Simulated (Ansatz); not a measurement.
**Structure search for Hf4C**

These are results of Ansatz 0.2.0, DFT PBE, scalar-relativistic, plane waves, PAW, not measurements. Settings: cutoff 420 eV, Γ-centred meshes spaced at most about 0.3 Å⁻¹, and about 0.25 Å⁻¹ or finer for metals (2π included), Gaussian smearing. No spin polarisation.

The zero of energy is the elements' standard structures at the same level; no fitted shifts are applied.

These are static total energies at zero pressure. The comparison covers the computed candidates alone. For metals, differences of a few meV/atom aren't resolved. These runs have no spin–orbit coupling, which can matter for Hf. The reference form of C is held partly by dispersion forces, which this level lacks.

Invented guesses were relaxed alike, and ends that match in structure were merged. ΔE counts from the first row. Coordination counts Hf atoms around C (those within 1.25 times the shortest such distance or 1.15 times the sum of covalent radii). The ends were matched against large subsets of the Crystallography Open Database and the Materials Project, so a missing match doesn't prove that a structure is unreported.

```csv
#,reached from,type and space group,atoms,Å³/atom,coordination,ΔE (meV/atom),gap on mesh (eV),in databases
1,a cell proposed by chemical analogy,P-3m1 (No. 164),5,18.9,C 6,0,0.00,no match
2,a cell proposed by chemical analogy,R-3m (No. 166),5,19.1,C 6,17,0.00,no match
3,OsPt4 type (R-3m),R-3m (No. 166),5,19.1,C 6,31,0.00,no match
4,a cell proposed by chemical analogy,P2/m (No. 10),5,19.2,C 6,59,0.00,no match
5,random cell,P4/mmm (No. 123),5,18.8,C 6,76,0.00,no match
6,SnF4 type (I4/mmm),I4/mmm (No. 139),5,19.3,C 6,81,0.00,no match
```

The lowest: Space group P-3m1 (No. 164), trigonal, a = 3.248 Å, c = 10.364 Å. Hf on its first site has 3 C at 2.27 Å and 12 Hf at 3.19–3.26 Å; Hf on its second site is surrounded by 12 Hf at 3.08–3.26 Å; C is surrounded by 6 Hf at 2.27 Å. Its energy over the elements is −0.38 eV/atom. Whether it is stable depends on the other phases of the system, which aren't compared here. An observed structure of this formula, if there is one, may be missing.

Space group P-3m1 (No. 164). a = 3.248 Å, b = 3.248 Å, c = 10.364 Å, α = 90.00°, β = 90.00°, γ = 120.00°
```csv
atom,site,symmetry,x,y,z
Hf,2d,3m.,0.6667,0.3333,0.8758
Hf,2d,3m.,0.6667,0.3333,0.3820
C,1a,-3m.,0.0000,0.0000,0.0000
```

The second: Space group R-3m (No. 166), trigonal, a = 3.256 Å, c = 31.286 Å. Hf on its first site has 3 C at 2.27 Å and 12 Hf at 3.15–3.31 Å; Hf on its second site is surrounded by 12 Hf at 3.09–3.31 Å; C has 6 Hf at 2.27 Å. Counting Hf atoms around C, the first and the second both have C 6. Cells relaxed within their symmetry can be saddle points. Some structure types and database cells were kept out of the candidates from the start, so a known form may be missing.
